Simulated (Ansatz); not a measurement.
**HfC under changes of volume**

One of the cells (12.568 Å³/atom); the others are scaled copies at fixed shape and fractional positions:

```
CELL_PARAMETERS angstrom
0.00000 2.32500 2.32500
2.32500 0.00000 2.32500
2.32500 2.32500 0.00000
ATOMIC_POSITIONS crystal
Hf 0.50000 0.50000 0.50000
C 0.00000 0.00000 0.00000
```

- Program: Ansatz 0.2.0
- Functional: r2SCAN
- Potentials or basis: Ansatz PAW
- Cutoff: 500 eV (not typed: the program's choice for these potentials)
- k mesh: 10 × 10 × 10
- Occupations: fermi-dirac, width 0.05 eV
- Spin: no spin polarisation

```csv
volume (Å³/atom),energy over the lowest point (meV/atom),pressure (GPa)
11.814,30.74,15.3
12.065,11.64,9.2
12.317,1.67,3.6
12.568,0.00,-1.4
12.819,5.84,-6.0
13.071,?,?
13.322,37.32,-13.8
```

Problem. What does the run at 13.071 Å³/atom give?

Solution. Energy over the lowest point 18.49 meV/atom; pressure -10.1 GPa.

Worked out: A Birch-Murnaghan fit of order 3 (a polynomial in V^(-2/3)) to the other rows has its minimum at 12.50 Å³/atom with B0 = V·E''(V) = 245 GPa and B' = 3.9. It gives 18.52 meV/atom at 13.071 Å³/atom, against the run's 18.49, and -dE/dV = -10.1 GPa, against -10.1.

Energies are extrapolated to zero smearing.

Caveats: the PAW data sets come from PBE, with cores solved anew for the run's functional, which leaves a small shift of forces and pressure.
